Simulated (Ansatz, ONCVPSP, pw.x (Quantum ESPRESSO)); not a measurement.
Equation-of-state test of one ONCV potential (W (Z = 74))

```json
{
 "Element": "W (Z = 74)",
 "Generator": "ONCVPSP 4.0.1",
 "Type": "optimised norm-conserving Vanderbilt (ONCV)",
 "Functional": "PBE",
 "Relativity": "scalar-relativistic",
 "Frozen core": "[Kr] 4d10 4f14",
 "Valence charge": "14",
 "Reference configuration": "5s2 5p6 5d4 6s1.75 6p0.25",
 "Partial waves": "5s+6s: rc 1.80 bohr, ncon 4, nbas 8, qcut 8.4 1/bohr, 2 projectors; 5p+6p: rc 2.10 bohr, ncon 5, nbas 8, qcut 7.8 1/bohr, 2 projectors; 5d: rc 1.90 bohr, ncon 4, nbas 8, qcut 6 1/bohr, 1 projector",
 "Local potential": "polynomial inside 1.70 bohr (lpopt 5, dvloc0 0 Ha)",
 "Core correction": "polynomial model core, fcfact 0.4"
}
```

Atomic tests: cutoffs needed: 21 Ha and 25 Ha (the cutoffs (Ha) at which the residual kinetic energy of the hardest occupied pseudo-wave falls to 1 and 0.1 mHa per electron); ghost test: no bound ghost flagged; no localised positive-energy state flagged; largest excitation error: -13 meV (all-electron minus pseudo) for 5s2 5p6 5d4 6s0 6p0, out of 4 test configurations.

Crystal test: fcc W in pw.x 7.5, no spin, 14³ k-points, Fermi–Dirac smearing 0.01 Ry, cutoffs 60/240 Ry. The reference is all-electron LAPW (Ansatz 0.2.0) with the same functional, mesh and smearing; V0 and B0 come from Birch–Murnaghan fits to the pressures at five volumes. Errors are pseudo minus all-electron; Δ is the rms difference of the E(V) curves that follow from these fits, minima aligned, over ±6 % about the mean V0. Mesh and smearing are coarse, so the numbers serve the comparison and aren't converged zero-temperature values; the lattice is a test structure that the element need not adopt.

```tsv
V (Å³/atom)	P all-electron (GPa)	P pseudo (GPa)
15.654	15.90	13.31
16.066	7.42	5.07
16.478	-0.06	-2.18
16.890	-6.66	-8.59
17.302	-12.47	-14.22
```

All-electron: a0 = 4.039 Å (V0 = 16.47 Å³/atom), B0 = 280.9 GPa.

Pseudopotential: mean pressure error (GPa): -2.15; a0 (Å): 4.029; a0 error (%): -0.26; B0 error (%): +0.1; Δ (meV/atom): 7.8.

Question: At the middle volume, how do free energy and pressure move when the wave cutoff is lowered (ecutrho kept at four times it)?

Answer:

```csv
cutoff (Ry),shift of F (meV/atom),shift of P (GPa)
27,+1877.0,-49.56
36,+378.2,-17.31
48,+19.6,-2.15
```

The run at the middle volume (104 k-points, 7 iterations) took about 27 s on one core of a shared host (Intel(R) Xeon(R) Processor @ 2.60GHz, 24 threads, 31 GiB, load 18).
